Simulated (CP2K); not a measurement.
# TiO2 (Anatase) in CP2K: the effect of functional

The system is TiO2 (Anatase).

```
Ti O
1.0
     5.45820    0.00000    0.00000
     2.83460    4.66444    0.00000
    -4.14640   -2.33222    2.67583
Ti O
2 4
Direct
  0.75000 0.25000 0.50000
  0.00000 0.00000 0.00000
  0.79190 0.79190 0.00000
  0.54190 0.04190 0.50000
  0.95810 0.45810 0.50000
  0.20810 0.20810 0.00000
```

Alike in all runs:

```yaml
Program: CP2K 2026.2
Task: atomic charges
Potentials_or_basis: POTENTIAL_UZH Ti GTH-PBE-q12, O GTH-PBE-q6; DZVP-MOLOPT-PBE-GTH basis
Density_cutoff: 11565 eV
k_mesh: 10 × 10 × 10
Occupations: fermi-dirac, width 0.05 eV
Spin: no spin polarisation
```

One run gave: gap on the mesh 1.99 eV; pressure -3.3 GPa; largest force 0.03 eV/Å. Which functional did it use?
A. LDA
B. vdW-DF-cx
C. MS2
D. PW91
E. PBEsol

A.

```tsv
functional	gap on the mesh (eV)	pressure (GPa)	largest force (eV/Å)
LDA	1.99	-3.3	0.03
PBEsol	2.04	0.8	0.04
rev-vdW-DF2	2.06	3.7	0.16
vdW-DF-cx	2.07	1.8	0.13
PW91	2.06	5.7	0.13
MS2	2.50	1.9	0.01
```

Caveats: the potentials were made for another functional, which shifts forces and pressure; the basis of atomic orbitals isn't converged, which shifts pressures, moduli and gaps.

A k mesh can miss the band edges.

Runs at the PBE level aren't shown here.
